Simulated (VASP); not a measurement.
# SnSe (Fm-3m) in VASP: settings compared

Aim: see how the results for SnSe move with the level of theory and the settings. Levels: optB86b-vdW, r2SCAN+rVV10. Tasks: relaxation of cell and atoms.

All numbers are computed with VASP 6.6.1; they aren't measurements. Logs are shortened: lines on timing, memory, paths and dates and some standing lists are left out, and cuts for length are marked.

## 1. Starting point

Symmetry: Fm-3m, No. 225, cubic system. The conventional cell has a = 6.000 Å, b = 6.000 Å, c = 6.000 Å, α = 90.00°, β = 90.00°, γ = 90.00°. Around Se (site symmetry m-3m) lie 6 Sn at 3.00 Å. Sn (site symmetry m-3m) has 6 Se at 3.00 Å as nearest neighbours.

The cell was built by a generator and needn't be a form met in nature.

## 2. Relaxation of cell and atoms, optB86b-vdW

Contents of INCAR:

```
SYSTEM = SnSe
PREC = Accurate ; ENCUT = 600
EDIFF = 1E-7 ; ISMEAR = 0
SIGMA = 0.03 ; LREAL = .False.
LASPH = .True. ; NELM = 100
ALGO = Fast ; ISIF = 3
LWAVE = .False. ; LCHARG = .False.
GGA = MK ; LUSE_VDW = .True.
AGGAC = 0.0 ; PARAM1 = 0.1234
PARAM2 = 1.0 ; IBRION = 2
NSW = 40 ; EDIFFG = -0.01
```

Contents of KPOINTS:

```
regular mesh
0
Gamma
  10 10 10
  0 0 0
```

Contents of POSCAR:

```
SnSe
1.0
    0.0000000000      3.0000000000      3.0000000000
    3.0000000000      0.0000000000      3.0000000000
    3.0000000000      3.0000000000      0.0000000000
Se Sn
1 1
Direct
    0.5000000000      0.5000000000      0.5000000000
    0.0000000000      0.0000000000      0.0000000000
```

Potentials or basis: VASP PAW PBE potentials, release 64 (Se, Sn_d).

Launch:

```console
cat potpaw_PBE.64/Se/POTCAR potpaw_PBE.64/Sn_d/POTCAR > POTCAR
mpirun -np 1 vasp_std > vasp.out
```

OUTCAR:

```text
SYSTEM = SnSe
   PREC = Accurate
   ENCUT = 600
   EDIFF = 1E-7
   ISMEAR = 0
   LREAL = .False.
   LASPH = .True.
   NELM = 100
   ISIF = 3
   GGA = MK
   IBRION = 2
   NSW = 40
   EDIFFG = -0.01

 ion  position               nearest neighbor table
   1  0.500  0.500  0.500-   2 3.00   2 3.00   2 3.00   2 3.00   2 3.00   2 3.00
   2  0.000  0.000  0.000-   1 3.00   1 3.00   1 3.00   1 3.00   1 3.00   1 3.00

  LATTYP: Found a face centered cubic cell.
 ALAT       =     6.0000000000

  Lattice vectors:

 A1 = (   0.0000000000,   3.0000000000,   3.0000000000)
 A2 = (   3.0000000000,   0.0000000000,   3.0000000000)
 A3 = (   3.0000000000,   3.0000000000,   0.0000000000)

Analysis of symmetry for initial positions (statically):
=====================================================================
 Subroutine PRICEL returns:
 Original cell was already a primitive cell.

 Routine SETGRP: Setting up the symmetry group for a
 face centered cubic supercell.

 Subroutine GETGRP returns: Found 48 space group operations
 (whereof 48 operations were pure point group operations)
 out of a pool of 48 trial point group operations.

The static configuration has the point symmetry O_h .

Analysis of symmetry for dynamics (positions and initial velocities):
=====================================================================
 Subroutine PRICEL returns:
 Original cell was already a primitive cell.

 Routine SETGRP: Setting up the symmetry group for a
 face centered cubic supercell.

 Subroutine GETGRP returns: Found 48 space group operations
 (whereof 48 operations were pure point group operations)
 out of a pool of 48 trial point group operations.

The dynamic configuration has the point symmetry O_h .

 Subroutine INISYM returns: Found 48 space group operations
 (whereof 48 operations are pure point group operations),
 and found     1 'primitive' translations

----------------------------------------------------------------------------------------

                                     Primitive cell

  volume of cell :      54.0000

  direct lattice vectors                    reciprocal lattice vectors
     0.000000000  3.000000000  3.000000000    -0.166666667  0.166666667  0.166666667
     3.000000000  0.000000000  3.000000000     0.166666667 -0.166666667  0.166666667
     3.000000000  3.000000000  0.000000000     0.166666667  0.166666667 -0.166666667

  length of vectors
     4.242640687  4.242640687  4.242640687     0.288675135  0.288675135  0.288675135

  position of ions in fractional coordinates (direct lattice)
     0.500000000  0.500000000  0.500000000
     0.000000000  0.000000000  0.000000000

  ion indices of the primitive-cell ions
   primitive index   ion index
                 1           1
                 2           2

----------------------------------------------------------------------------------------

 KPOINTS: regular mesh

Automatic generation of k-mesh.
 Grid dimensions read from file:
 generate k-points for:   10   10   10

 Generating k-lattice:

  Cartesian coordinates                     Fractional coordinates (reciprocal lattice)
    -0.016666667  0.016666667  0.016666667     0.100000000  0.000000000  0.000000000
     0.016666667 -0.016666667  0.016666667     0.000000000  0.100000000  0.000000000
     0.016666667  0.016666667 -0.016666667     0.000000000  0.000000000  0.100000000

  Length of vectors
     0.028867513  0.028867513  0.028867513

  Shift w.r.t. Gamma in fractional coordinates (k-lattice)
     0.000000000  0.000000000  0.000000000

 Subroutine IBZKPT returns following result:
 ===========================================

 Found     47 irreducible k-points:

 Following reciprocal coordinates:
            Coordinates               Weight
  0.000000  0.000000  0.000000      1.000000
  0.100000  0.000000  0.000000      8.000000
  0.200000  0.000000  0.000000      8.000000
  0.300000  0.000000  0.000000      8.000000
  0.400000  0.000000  0.000000      8.000000
  0.500000  0.000000  0.000000      4.000000
[... 16 lines left out ...]
  0.300000  0.300000  0.000000      6.000000
  0.400000  0.300000  0.000000     24.000000
 [... further k-points ...]
   k-points           NKPTS =     47   k-points in BZ     NKDIM =     47   number of bands    NBANDS=     14
   number of dos      NEDOS =    301   number of ions     NIONS =      2
   total plane-waves  NPLWV =  46656
   dimension x,y,z NGX =    36 NGY =   36 NGZ =   36
   dimension x,y,z NGXF=    72 NGYF=   72 NGZF=   72
   ions per type =               1   1
   NGX,Y,Z   is equivalent  to a cutoff of  14.11, 14.11, 14.11 a.u.
   NGXF,Y,Z  is equivalent  to a cutoff of  28.21, 28.21, 28.21 a.u.
 SYSTEM =  SnSe
   PREC   = accura    normal or accurate (medium, high low for compatibility)
   ISTART =      0    job   : 0-new  1-cont  2-samecut
   ICHARG =      2    charge: 1-file 2-atom 10-const
   ISPIN  =      1    spin polarized calculation?
   LNONCOLLINEAR =      F non collinear calculations
   LSORBIT =      F    spin-orbit coupling
   LASPH  =      T    aspherical Exc in radial PAW
   ENCUT  =  600.0 eV  44.10 Ry    6.64 a.u.   8.47  8.47  8.47*2*pi/ulx,y,z
   NELM   =    100;   NELMIN=  2; NELMDL= -5     # of ELM steps
   EDIFF  = 0.1E-06   stopping-criterion for ELM
   LREAL  =      F    real-space projection
   EDIFFG = -.1E-01   stopping-criterion for IOM
   NSW    =     40    number of steps for IOM
   IBRION =      2    ionic relax: 0-MD 1-quasi-New 2-CG
   NFREE  =      1    steps in history (QN), initial steepest desc. (CG)
   ISIF   =      3    stress and relaxation
   ISYM   =      2    0-nonsym 1-usesym 2-fastsym
   POTIM  = 0.5000    time-step for ionic-motion
   TEBEG  =    0.0;   TEEND  =   0.0 temperature during run
   PSTRESS=    0.0 pullay stress
   NELECT =      20.0000    total number of electrons
   NUPDOWN=      -1.0000    fix difference up-down
   EMIN   =  10.00;   EMAX   =-10.00  energy-range for DOS
   EFERMI =   0.00;   METHOD = LEGACY
   ISMEAR =     0;   SIGMA  =   0.03  broadening in eV -4-tet -1-fermi 0-gaus
   EFERMI_NEDOS =   21; number of points for ismear=-14 and -15
   IALGO  =     68    algorithm
   IMIX   =      4    mixing-type and parameters
     AMIX     =   0.40;   BMIX     =  1.00
     AMIX_MAG =   1.60;   BMIX_MAG =  1.00
  volume/ion in A,a.u.               =      27.00       182.20
  Fermi-wavevector in a.u.,A,eV,Ry     =   1.175674  2.221702 18.806100  1.382209
  Thomas-Fermi vector in A             =   2.312051
   LORBIT       =      0    0 simple, 1 ext, 2 COOP (PROOUT), +10 PAW based schemes
   GGA     = MK    functional components
   LHFCALC =     F    Hartree Fock is set to
   AEXX    =    0.0000 exact exchange contribution
   IVDW_NL    =     1    kernel type
   BPARAM     = 6.3000
   IVDW    =     0    specifies the selected vdW correction
   LEPSILON=     F    determine dielectric tensor
   LRPA    =     F    only Hartree local field effects (RPA)
 conjugate gradient relaxation of ions
 non-spin polarized calculation
 RMM-DIIS sequential band-by-band and
 Gauss-broadening in eV      SIGMA  =   0.03
  energy-cutoff  :      600.00
  volume of cell :       54.00
 maximum number of plane-waves:      1829
 NGX is ok and might be reduce to    36
   NGX = 17   NGY = 17   NGZ = 17

--------------------------------------- Ionic step        1  -------------------------------------------

 number of electron      19.9999999 magnetization

 Free energy of the ion-electron system (eV)
  ---------------------------------------------------
  ext. energy  EPLUGINS =         0.00000000
  ---------------------------------------------------
  free energy    TOTEN  =        -3.58801738 eV

  energy without entropy =       -3.58801738  energy(sigma->0) =       -3.58801738

------------------------ aborting loop because EDIFF is reached ----------------------------------------

  FORCE on cell =-STRESS in cart. coord.  units (eV):
  Direction    XX          YY          ZZ          XY          YZ          ZX
  --------------------------------------------------------------------------------------
  -------------------------------------------------------------------------------------
  Total        0.1476831      0.1476831      0.1476831     -0.0000000      0.0000000      0.0000000
  in kB        4.3817492      4.3817492      4.3817492     -0.0000000      0.0000000      0.0000000
  external PRESSURE =       4.3817492 kB  Pullay stress =       0.0000000 kB
[... 61 lines left out ...]
Total vdW correction in eV:      3.4610671

--------------------------------------- Ionic step        3  -------------------------------------------

 number of electron      19.9999999 magnetization

 Free energy of the ion-electron system (eV)
  ---------------------------------------------------
  ext. energy  EPLUGINS =         0.00000000
  ---------------------------------------------------
  free energy    TOTEN  =        -3.58860667 eV

  energy without entropy =       -3.58860667  energy(sigma->0) =       -3.58860667

 E-fermi :   5.6823     XC(G=0):  -9.6495

 val. band max:        5.5073596131   @ k =   0.5000   0.0000   0.0000
 cond. band min:       6.0100686080   @ k =  -0.4000   0.1000   0.0000
 fundamental gap:      0.5027089949
 Fermi energy:         5.6823381836

 k-point     1 :       0.0000    0.0000    0.0000
  band No.  band energies     occupation
      1     -16.0409      2.00000
      2     -16.0409      2.00000
      3     -16.0409      2.00000
      4     -16.0400      2.00000
      5     -16.0400      2.00000
      6      -8.3545      2.00000
      7       0.3869      2.00000
      8       3.3399      2.00000
      9       3.3399      2.00000
     10       3.3399      2.00000
     11       9.7776      0.00000
     12       9.7776      0.00000
     13       9.7776      0.00000
     14      11.4258      0.00000
[... 375 lines left out ...]
 k-point    24 :       0.4000    0.3000    0.0000
  band No.  band energies     occupation
      1     -16.0601      2.00000
      2     -16.0450      2.00000
      3     -16.0353      2.00000
      4     -16.0274      2.00000
      5     -16.0265      2.00000
      6      -7.4196      2.00000
      7      -1.2890      2.00000
      8       1.7607      2.00000
      9       2.2216      2.00000
     10       2.5536      2.00000
     11       8.9890      0.00000
     12       9.3887      0.00000
     13       9.9923      0.00000
     14      10.3733      0.00000

 [... further k-points ...]
[... 5 lines left out ...]
  --------------------------------------------------------------------------------------
  -------------------------------------------------------------------------------------
  Total        0.0012117      0.0012117      0.0012117      0.0000000     -0.0000000      0.0000000
  in kB        0.0356617      0.0356617      0.0356617      0.0000000     -0.0000000      0.0000000
  external PRESSURE =       0.0356617 kB  Pullay stress =       0.0000000 kB
[... 17 lines left out ...]
  FREE ENERGIE OF THE ION-ELECTRON SYSTEM (eV)
  ---------------------------------------------------
  free  energy   TOTEN  =        -3.5886066652 eV

  energy  without entropy=       -3.5886066652  energy(sigma->0) =       -3.58860667

Total vdW correction in eV:      3.4575730

 reached required accuracy - stopping structural energy minimisation
```

Run time: 5.3 min. Hardware: 1 thread of Intel Xeon Platinum 8488C (Sapphire Rapids), shared host; peak memory 0.5 GiB.

Results:

```
Free energy                            : -3.5886 eV
Relaxed volume                         : 27.22 Å³/atom
Relaxed cell                           : a = 4.254 Å, b = 4.254 Å, c = 4.254 Å, α = 60.00°, β = 60.00°, γ = 60.00°
Space group after relaxing (to 0.05 Å) : Fm-3m (No. 225)
Energy gained by relaxing              : 0.3 meV/atom
Ionic steps                            : 3
Pressure after relaxing                : 0.0 GPa
Band gap on the k mesh                 : 0.50 eV, indirect (least direct gap 0.56 eV)
```

The path:
```csv
step,energy change (eV),largest force (eV/Å),pressure (GPa),volume (Å³)
1,0.0000,0.0000,0.44,54.00
2,-0.0005,0.0000,-0.14,54.58
3,-0.0006,0.0000,0.00,54.44
```

Final structure:
```cif
data_structure
_symmetry_space_group_name_H-M 'P 1'
_symmetry_Int_Tables_number 1
_cell_length_a 4.2541
_cell_length_b 4.2541
_cell_length_c 4.2541
_cell_angle_alpha 60.000
_cell_angle_beta 60.000
_cell_angle_gamma 60.000
_cell_volume 54.44
loop_
_atom_site_label
_atom_site_type_symbol
_atom_site_fract_x
_atom_site_fract_y
_atom_site_fract_z
_atom_site_occupancy
Se1 Se 0.50000 0.50000 0.50000 1
Sn1 Sn 0.00000 0.00000 0.00000 1
```

Caveat: the PAW data sets were made with another functional, which shifts forces and pressure a little; spin-orbit coupling is left out, which moves the levels of the heavy elements. A k mesh can miss the band edges.

## 3. Relaxation of cell and atoms, r2SCAN+rVV10

Contents of INCAR:

```
SYSTEM = SnSe
PREC = Accurate ; ENCUT = 600
EDIFF = 1E-6 ; ISMEAR = 0
SIGMA = 0.03 ; LREAL = .FALSE.
LASPH = .TRUE. ; NELM = 80
ALGO = Normal ; ISIF = 3
LWAVE = .FALSE. ; LCHARG = .FALSE.
METAGGA = R2SCAN ; LMIXTAU = .TRUE.
LUSE_VDW = .TRUE. ; IVDW_NL = 2
BPARAM = 11.95 ; CPARAM = 0.0093
IBRION = 2 ; NSW = 40
EDIFFG = -0.005
```

Contents of KPOINTS:

```
Automatic mesh
0
G
  10 10 10
  0 0 0
```

POSCAR is that of step 2.

Potentials or basis: VASP PAW PBE potentials, release 64 (Se, Sn_d).

Launch:

```console
cat potpaw_PBE.64/Se/POTCAR potpaw_PBE.64/Sn_d/POTCAR > POTCAR
mpirun -np 1 vasp_std > vasp.out
```

Run time: 4.6 min. Hardware: 1 thread of Intel Xeon 6975P-C (Granite Rapids), shared host; peak memory 0.43 GiB.

The run converged. Its results:

```yaml
Free_energy: -39.3756 eV
Relaxed_volume: 26.88 Å³/atom
Relaxed_cell: a = 4.236 Å, b = 4.236 Å, c = 4.236 Å, α = 60.00°, β = 60.00°, γ = 60.00°
Space_group_after_relaxing_to_0.05_Å: Fm-3m (No. 225)
Energy_gained_by_relaxing: 0.1 meV/atom
Ionic_steps: 3
Pressure_after_relaxing: 0.0 GPa
Band_gap_on_the_k_mesh: 0.49 eV, indirect (least direct gap 0.56 eV)
```

Step by step:
```
step  energy change (eV)  largest force (eV/Å)  pressure (GPa)  volume (Å³)
   1              0.0000                0.0000           -0.26        54.00
   2             -0.0002                0.0000            0.09        53.66
   3             -0.0002                0.0000            0.01        53.76
```

Final structure:
```
Se Sn
1.0
     0.00000    2.99548    2.99548
     2.99548    0.00000    2.99548
     2.99548    2.99548    0.00000
Se Sn
1 1
Cartesian
  2.9955 2.9955 2.9955
  0.0000 0.0000 0.0000
```

Levels at points of the mesh, in eV from the valence-band top:
```csv
k point,band 7,band 8,band 9,band 10,band 11,band 12,band 13,band 14
"(0.00, 0.00, 0.00)",-5.16,-2.64,-2.64,-2.64,4.45,4.45,4.45,6.03
"(0.50, 0.00, 0.00)",-8.62,-2.37,-2.37,0.00,0.56,1.15,1.15,8.59
"(0.50, 0.50, 0.00)",-6.31,-6.03,-4.14,-4.14,3.04,5.59,5.59,6.29
```

Caveat: the PAW data sets were made with another functional, which shifts forces and pressure a little; spin-orbit coupling is left out, which moves the levels of the heavy elements.
